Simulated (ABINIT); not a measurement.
Runs of ABINIT 10.8.3 (patched build) on Ni. The structure is cubic, space group Im-3m (No. 229). The conventional cell has a = 2.767 Å, b = 2.767 Å, c = 2.767 Å, α = 90.00°, β = 90.00°, γ = 90.00°. Around Ni (site symmetry m-3m) lie 8 Ni at 2.40 Å. This isn't the form of Ni at room conditions, which is fcc.

| task | level | potentials or basis | spin | cell | k mesh | cutoff (eV) | cell freedom (optcell) | cutoff smearing ecutsm (Ha) | optimiser (ionmov) | force stop (Ha/bohr) | fine-grid cutoff | mesh quality | gap on the mesh (eV) | pressure (GPa) | moment (μB) |
| --- | --- | --- | --- | --- | --- | --- | --- | --- | --- | --- | --- | --- | --- | --- | --- |
| band structure | PBEsol | PseudoDojo NC SR PBEsol v0.4.1 standard | collinear, ferromagnetic start | as given | 13 × 13 × 13 | 1333 | - | - | - | - | - | not flagged | none | -2.4 | 0.60 |
| relaxation of cell and atoms | PBEsol | JTH PAW PBE v2.0 | collinear, ferromagnetic start | relaxed | 8 × 8 × 8 | 1116 | 2 | 0.5 | 22 | 0.0002 | 1714.32 eV | coarse | none | 0.0 | (a) |
| single point | PBE | JTH PAW PBE v2.0 | off | as given | 10 × 10 × 10 | 1116 | - | - | - | - | 1714.32 eV | not flagged | none | 6.6 | - |
| single point | PBE | JTH PAW PBE v2.0 | collinear, ferromagnetic start | as given | 10 × 10 × 10 | 1116 | - | - | - | - | 1714.32 eV | not flagged | none | 8.3 | 0.49 |
| single point | PBE | JTH PAW PBE v2.0 | collinear, random start | as given | 10 × 10 × 10 | 1116 | - | - | - | - | 1714.32 eV | not flagged | none | 8.3 | 0.49 |

Alike in all rows: smearing fermi-dirac 0.05 eV.

Q: Estimate the missing entries.

A: (a) 0.55.

Caveats: some runs use coarse meshes; the PAW data sets were made with another functional, which shifts forces and pressure a little (some runs).

A gap of «none» marks a metal or a gap under the smearing width.
